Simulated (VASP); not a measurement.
# Cu2O (Cuprite) (Pn-3m) in VASP: further runs

The runs below take Cu2O (Cuprite) through relaxation of cell and atoms, with PBEsol.

Everything below comes from runs of VASP 6.6.1. Logs are shortened: lines on timing, memory, paths and dates and some standing lists are left out, and cuts for length are marked.

## 1. The structure

The structure is cubic, space group Pn-3m (No. 224). The conventional cell has a = 4.260 Å, b = 4.260 Å, c = 4.260 Å, α = 90.00°, β = 90.00°, γ = 90.00°. Cu (site symmetry -3m) is surrounded by 2 O at 1.84 Å. Around O (site symmetry -43m) lie 4 Cu at 1.84 Å.

## 2. Relaxation of cell and atoms, PBEsol

INCAR

```
ALGO = Normal ; EDIFF = 1E-6
EDIFFG = -0.01 ; ENCUT = 600
GGA = PS ; IBRION = 2
ISIF = 3 ; ISMEAR = 0
KPAR = 4 ; LASPH = True
LCHARG = False ; LREAL = False
LWAVE = False ; NELM = 80
NSW = 90 ; PREC = Accurate
SIGMA = 0.03
```

KPOINTS

```
k-points
0
Gamma
  6 6 6
```

POSCAR

```
Cu2O
1.0
    4.2600000000      0.0000000000      0.0000000000
    0.0000000000      4.2600000000      0.0000000000
    0.0000000000      0.0000000000      4.2600000000
Cu O
4 2
Direct
    0.2500000000      0.2500000000      0.2500000000
    0.2500000000      0.7500000000      0.7500000000
    0.7500000000      0.7500000000      0.2500000000
    0.7500000000      0.2500000000      0.7500000000
    0.0000000000      0.0000000000      0.0000000000
    0.5000000000      0.5000000000      0.5000000000
```

Potentials or basis: VASP PAW PBE potentials, release 64 (Cu, O).

Launch:

```sh
$ cat potpaw_PBE.64/Cu/POTCAR potpaw_PBE.64/O/POTCAR > POTCAR
$ mpirun -np 4 vasp_std > vasp.out
```

OUTCAR:

```text
EDIFF = 1E-6
   EDIFFG = -0.01
   ENCUT = 600
   GGA = PS
   IBRION = 2
   ISIF = 3
   ISMEAR = 0
   LASPH = True
   LREAL = False
   NELM = 80
   NSW = 90
   PREC = Accurate

 ion  position               nearest neighbor table
   1  0.250  0.250  0.250-   5 1.84   6 1.84
   2  0.250  0.750  0.750-   5 1.84   6 1.84
   3  0.750  0.750  0.250-   5 1.84   6 1.84
   4  0.750  0.250  0.750-   5 1.84   6 1.84
   5  0.000  0.000  0.000-   1 1.84   2 1.84   3 1.84   4 1.84
   6  0.500  0.500  0.500-   1 1.84   2 1.84   3 1.84   4 1.84

  LATTYP: Found a simple cubic cell.
 ALAT       =     4.2600000000

  Lattice vectors:

 A1 = (   4.2600000000,   0.0000000000,   0.0000000000)
 A2 = (   0.0000000000,   4.2600000000,   0.0000000000)
 A3 = (   0.0000000000,   0.0000000000,   4.2600000000)

Analysis of symmetry for initial positions (statically):
=====================================================================
 Subroutine PRICEL returns:
 Original cell was already a primitive cell.

 Routine SETGRP: Setting up the symmetry group for a
 simple cubic supercell.

 Subroutine GETGRP returns: Found 48 space group operations
 (whereof 24 operations were pure point group operations)
 out of a pool of 48 trial point group operations.

The static configuration has the point symmetry T_d .
 The point group associated with its full space group is O_h .

Analysis of symmetry for dynamics (positions and initial velocities):
=====================================================================
 Subroutine PRICEL returns:
 Original cell was already a primitive cell.

 Routine SETGRP: Setting up the symmetry group for a
 simple cubic supercell.

 Subroutine GETGRP returns: Found 48 space group operations
 (whereof 24 operations were pure point group operations)
 out of a pool of 48 trial point group operations.

The dynamic configuration has the point symmetry T_d .
 The point group associated with its full space group is O_h .

 Subroutine INISYM returns: Found 48 space group operations
 (whereof 24 operations are pure point group operations),
 and found     1 'primitive' translations

----------------------------------------------------------------------------------------

                                     Primitive cell

  volume of cell :      77.3088

  direct lattice vectors                    reciprocal lattice vectors
     4.260000000  0.000000000  0.000000000     0.234741784  0.000000000  0.000000000
     0.000000000  4.260000000  0.000000000     0.000000000  0.234741784  0.000000000
     0.000000000  0.000000000  4.260000000     0.000000000  0.000000000  0.234741784

  length of vectors
     4.260000000  4.260000000  4.260000000     0.234741784  0.234741784  0.234741784

  position of ions in fractional coordinates (direct lattice)
     0.250000000  0.250000000  0.250000000
     0.250000000  0.750000000  0.750000000
     0.750000000  0.750000000  0.250000000
     0.750000000  0.250000000  0.750000000
     0.000000000  0.000000000  0.000000000
     0.500000000  0.500000000  0.500000000

  ion indices of the primitive-cell ions
   primitive index   ion index
                 1           1
                 2           2
                 3           3
                 4           4
                 5           5
                 6           6

----------------------------------------------------------------------------------------

 KPOINTS: k-points

Automatic generation of k-mesh.
 Grid dimensions read from file:
 generate k-points for:    6    6    6

 Generating k-lattice:

  Cartesian coordinates                     Fractional coordinates (reciprocal lattice)
     0.039123631  0.000000000  0.000000000     0.166666667  0.000000000  0.000000000
     0.000000000  0.039123631  0.000000000     0.000000000  0.166666667  0.000000000
     0.000000000  0.000000000  0.039123631     0.000000000  0.000000000  0.166666667

  Length of vectors
     0.039123631  0.039123631  0.039123631

  Shift w.r.t. Gamma in fractional coordinates (k-lattice)
     0.000000000  0.000000000  0.000000000

 Subroutine IBZKPT returns following result:
 ===========================================

 Found     20 irreducible k-points:

 Following reciprocal coordinates:
            Coordinates               Weight
  0.000000  0.000000  0.000000      1.000000
  0.166667  0.000000  0.000000      6.000000
  0.333333  0.000000  0.000000      6.000000
  0.500000  0.000000  0.000000      3.000000
  0.166667  0.166667  0.000000     12.000000
  0.333333  0.166667  0.000000     24.000000
[... 12 lines left out ...]
  0.500000  0.500000  0.333333      6.000000
  0.500000  0.500000  0.500000      1.000000
   k-points           NKPTS =     20   k-points in BZ     NKDIM =     20   number of bands    NBANDS=     33
   number of dos      NEDOS =    301   number of ions     NIONS =      6
   total plane-waves  NPLWV =  46656
   dimension x,y,z NGX =    36 NGY =   36 NGZ =   36
   dimension x,y,z NGXF=    72 NGYF=   72 NGZF=   72
   ions per type =               4   2
   NGX,Y,Z   is equivalent  to a cutoff of  14.05, 14.05, 14.05 a.u.
   NGXF,Y,Z  is equivalent  to a cutoff of  28.10, 28.10, 28.10 a.u.
 SYSTEM =  unknown system
   PREC   = accura    normal or accurate (medium, high low for compatibility)
   ISTART =      0    job   : 0-new  1-cont  2-samecut
   ICHARG =      2    charge: 1-file 2-atom 10-const
   ISPIN  =      1    spin polarized calculation?
   LNONCOLLINEAR =      F non collinear calculations
   LSORBIT =      F    spin-orbit coupling
   LASPH  =      T    aspherical Exc in radial PAW
   ENCUT  =  600.0 eV  44.10 Ry    6.64 a.u.   8.51  8.51  8.51*2*pi/ulx,y,z
   NELM   =     80;   NELMIN=  2; NELMDL= -5     # of ELM steps
   EDIFF  = 0.1E-05   stopping-criterion for ELM
   LREAL  =      F    real-space projection
   EDIFFG = -.1E-01   stopping-criterion for IOM
   NSW    =     90    number of steps for IOM
   IBRION =      2    ionic relax: 0-MD 1-quasi-New 2-CG
   NFREE  =      1    steps in history (QN), initial steepest desc. (CG)
   ISIF   =      3    stress and relaxation
   ISYM   =      2    0-nonsym 1-usesym 2-fastsym
   POTIM  = 0.5000    time-step for ionic-motion
   TEBEG  =    0.0;   TEEND  =   0.0 temperature during run
   PSTRESS=    0.0 pullay stress
   NELECT =      56.0000    total number of electrons
   NUPDOWN=      -1.0000    fix difference up-down
   EMIN   =  10.00;   EMAX   =-10.00  energy-range for DOS
   EFERMI =   0.00;   METHOD = LEGACY
   ISMEAR =     0;   SIGMA  =   0.03  broadening in eV -4-tet -1-fermi 0-gaus
   EFERMI_NEDOS =   21; number of points for ismear=-14 and -15
   IALGO  =     38    algorithm
   IMIX   =      4    mixing-type and parameters
     AMIX     =   0.40;   BMIX     =  1.00
     AMIX_MAG =   1.60;   BMIX_MAG =  1.00
  volume/ion in A,a.u.               =      12.88        86.95
  Fermi-wavevector in a.u.,A,eV,Ry     =   1.470261  2.778391 29.411289  2.161669
  Thomas-Fermi vector in A             =   2.585540
   LORBIT       =      0    0 simple, 1 ext, 2 COOP (PROOUT), +10 PAW based schemes
   GGA     = PS    functional components
   LHFCALC =     F    Hartree Fock is set to
   AEXX    =    0.0000 exact exchange contribution
   IVDW    =     0    specifies the selected vdW correction
   LEPSILON=     F    determine dielectric tensor
   LRPA    =     F    only Hartree local field effects (RPA)
 conjugate gradient relaxation of ions
 non-spin polarized calculation
 Gauss-broadening in eV      SIGMA  =   0.03
  energy-cutoff  :      600.00
  volume of cell :       77.31
 maximum number of plane-waves:      2601
 NGX is ok and might be reduce to    36
   NGX = 17   NGY = 17   NGZ = 17

--------------------------------------- Ionic step        1  -------------------------------------------

 number of electron      55.9999977 magnetization

 Free energy of the ion-electron system (eV)
  ---------------------------------------------------
  ext. energy  EPLUGINS =         0.00000000
  ---------------------------------------------------
  free energy    TOTEN  =       -29.95998794 eV

  energy without entropy =      -29.95998794  energy(sigma->0) =      -29.95998794

------------------------ aborting loop because EDIFF is reached ----------------------------------------

  FORCE on cell =-STRESS in cart. coord.  units (eV):
  Direction    XX          YY          ZZ          XY          YZ          ZX
  --------------------------------------------------------------------------------------
  -------------------------------------------------------------------------------------
  Total       -1.2138706     -1.2138706     -1.2138706      0.0000000      0.0000000      0.0000000
  in kB      -25.1567298    -25.1567298    -25.1567298      0.0000000      0.0000000      0.0000000
  external PRESSURE =     -25.1567298 kB  Pullay stress =       0.0000000 kB

 VOLUME and BASIS-vectors are now :
 -----------------------------------------------------------------------------
  energy-cutoff  :      600.00
  volume of cell :       77.31
      direct lattice vectors                 reciprocal lattice vectors
     4.260000000  0.000000000  0.000000000     0.234741784  0.000000000  0.000000000
     0.000000000  4.260000000  0.000000000     0.000000000  0.234741784  0.000000000
     0.000000000  0.000000000  4.260000000     0.000000000  0.000000000  0.234741784

 POSITION                                       TOTAL-FORCE (eV/Angst)
 -----------------------------------------------------------------------------------
      1.06500      1.06500      1.06500        -0.000000      0.000000      0.000000
      1.06500      3.19500      3.19500         0.000000      0.000000     -0.000000
      3.19500      3.19500      1.06500         0.000000     -0.000000      0.000000
      3.19500      1.06500      3.19500        -0.000000     -0.000000      0.000000
      0.00000      0.00000      0.00000         0.000000     -0.000000     -0.000000
      2.13000      2.13000      2.13000         0.000000     -0.000000     -0.000000
 -----------------------------------------------------------------------------------
    total drift:                                0.000000      0.000000      0.000000
[... 30 lines left out ...]
 POSITION                                       TOTAL-FORCE (eV/Angst)
 -----------------------------------------------------------------------------------
      1.05461      1.05461      1.05461        -0.000000      0.000000     -0.000000
      1.05461      3.16382      3.16382         0.000000     -0.000000      0.000000
      3.16382      3.16382      1.05461         0.000000     -0.000000      0.000000
      3.16382      1.05461      3.16382        -0.000000     -0.000000     -0.000000
     -0.00000      4.21842      4.21842        -0.000000      0.000000      0.000000
      2.10921      2.10921      2.10921        -0.000000      0.000000      0.000000
 -----------------------------------------------------------------------------------
    total drift:                                0.000000      0.000000      0.000000

  FREE ENERGIE OF THE ION-ELECTRON SYSTEM (eV)
  ---------------------------------------------------
  free  energy   TOTEN  =       -29.9699198500 eV

  energy  without entropy=      -29.9699198500  energy(sigma->0) =      -29.96991985

--------------------------------------- Ionic step        3  -------------------------------------------

 number of electron      56.0000013 magnetization

 Free energy of the ion-electron system (eV)
  ---------------------------------------------------
  ext. energy  EPLUGINS =         0.00000000
  ---------------------------------------------------
  free energy    TOTEN  =       -29.97244474 eV

  energy without entropy =      -29.97244474  energy(sigma->0) =      -29.97244474

 E-fermi :   4.9673     XC(G=0): -11.3907

 val. band max:        4.8381704472   @ k =   0.0000   0.0000   0.0000
 cond. band min:       5.3898641931   @ k =   0.0000   0.0000   0.0000
 fundamental gap:      0.5516937459
 Fermi energy:         4.9672957008

 k-point     1 :       0.0000    0.0000    0.0000
  band No.  band energies     occupation
      1     -15.4325      2.00000
      2     -14.6348      2.00000
      3      -2.6450      2.00000
      4      -2.6450      2.00000
      5      -2.6450      2.00000
      6      -0.1975      2.00000
[... 25 lines left out ...]
     32      12.8645      0.00000
     33      12.8645      0.00000
[... 695 lines left out ...]
 VOLUME and BASIS-vectors are now :
 -----------------------------------------------------------------------------
  energy-cutoff  :      600.00
  volume of cell :       75.75
      direct lattice vectors                 reciprocal lattice vectors
     4.231132668  0.000000000  0.000000000     0.236343334 -0.000000000  0.000000000
     0.000000000  4.231132668  0.000000000     0.000000000  0.236343334 -0.000000000
    -0.000000000  0.000000000  4.231132668    -0.000000000  0.000000000  0.236343334

 POSITION                                       TOTAL-FORCE (eV/Angst)
 -----------------------------------------------------------------------------------
      1.05778      1.05778      1.05778         0.000000     -0.000000      0.000000
      1.05778      3.17335      3.17335        -0.000000     -0.000000     -0.000000
      3.17335      3.17335      1.05778        -0.000000      0.000000      0.000000
      3.17335      1.05778      3.17335         0.000000      0.000000      0.000000
      0.00000      0.00000      0.00000        -0.000000     -0.000000     -0.000000
      2.11557      2.11557      2.11557        -0.000000     -0.000000      0.000000
 -----------------------------------------------------------------------------------
    total drift:                                0.000000      0.000000      0.000000

  FREE ENERGIE OF THE ION-ELECTRON SYSTEM (eV)
  ---------------------------------------------------
  free  energy   TOTEN  =       -29.9724447441 eV

  energy  without entropy=      -29.9724447441  energy(sigma->0) =      -29.97244474

 reached required accuracy - stopping structural energy minimisation
```

Run time: 22 s. Hardware: 4 MPI ranks of Intel Xeon 6975P-C (Granite Rapids), shared host; peak memory 0.24 GiB.

Results:

| Property | Result |
| --- | --- |
| Free energy | -29.9724 eV |
| Relaxed volume | 12.62 Å³/atom |
| Relaxed cell | a = 4.231 Å, b = 4.231 Å, c = 4.231 Å, α = 90.00°, β = 90.00°, γ = 90.00° |
| Space group after relaxing (to 0.05 Å) | Pn-3m (No. 224) |
| Energy gained by relaxing | 2.1 meV/atom |
| Ionic steps | 3 |
| Pressure after relaxing | 0.0 GPa |
| Band gap on the k mesh | 0.55 eV, direct |

The path:
```tsv
step	energy change (eV)	largest force (eV/Å)	pressure (GPa)	volume (Å³)
1	0.0000	0.0000	-2.52	77.31
2	-0.0099	0.0000	1.14	75.07
3	-0.0125	0.0000	0.04	75.75
```

Final structure:
```yaml
crystal:
  lattice:
    - [4.23113, 0.00000, 0.00000]
    - [0.00000, 4.23113, 0.00000]
    - [0.00000, 0.00000, 4.23113]
  atoms:
    - { symbol: Cu, position: [0.25000, 0.25000, 0.25000] }
    - { symbol: Cu, position: [0.25000, 0.75000, 0.75000] }
    - { symbol: Cu, position: [0.75000, 0.75000, 0.25000] }
    - { symbol: Cu, position: [0.75000, 0.25000, 0.75000] }
    - { symbol: O, position: [0.00000, 0.00000, 0.00000] }
    - { symbol: O, position: [0.50000, 0.50000, 0.50000] }
```

Caveat: the PAW data sets were made with another functional, which shifts forces and pressure a little. A k mesh can miss the band edges.

(Part 1 of 2 ends here.)
